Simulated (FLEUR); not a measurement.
## MnS under changes of volume

One of the cells (21.464 Å³/atom); the others are scaled copies at fixed shape and fractional positions:

```
CELL_PARAMETERS angstrom
3.95358 0.00000 0.00000
-1.97679 3.42390 0.00000
0.00000 0.00000 6.34253
ATOMIC_POSITIONS crystal
Mn 0.66667 0.33333 0.49884
Mn 0.33333 0.66667 0.99884
S 0.33333 0.66667 0.62615
S 0.66667 0.33333 0.12615
```

The cell is a database's computed one.

| Property | Result |
| --- | --- |
| Program | FLEUR MaX-R8.1 (later development tree) |
| Functional | PBEsol |
| Potentials or basis | all-electron |
| Basis | FLAPW |
| Kmax | 5.21 1/bohr |
| k mesh | 8 × 8 × 4 |
| Occupations | fermi-dirac, width 0.05 eV |
| Spin | collinear spin, ferromagnetic start |
| Starting moments | [4.0, 4.0, 0.0, 0.0] μB |

```tsv
volume (Å³/atom)	energy over the lowest point (meV/atom)	moment (μB per cell)
20.176	9.69	9.49
20.606	3.76	9.63
21.035	0.42	9.74
21.464	0.00	9.82
21.893	2.39	9.88
22.323	7.34	9.93
22.752	?	?
```

**Question.** What does the run at 22.752 Å³/atom give?

**Answer.** Energy over the lowest point 14.76 meV/atom; moment 9.96 μB per cell.

Worked out: A Birch-Murnaghan fit of order 3 (a polynomial in V^(-2/3)) to the other rows has its minimum at 21.32 Å³/atom with B0 = V·E''(V) = 51 GPa (rough, since the energies scatter) at fixed shape and positions, which overstates the stiffness. It gives 15.03 meV/atom at 22.752 Å³/atom, against the run's 14.76. A parabola through the other rows of the moment, of slope 0.0125 μB per Å³/atom there, extrapolates to 9.94 μB, against the run's 9.96.

Energies are extrapolated to zero smearing.

Caveats: only a ferromagnetic start was run, and an antiferromagnetic order may lie lower in energy.
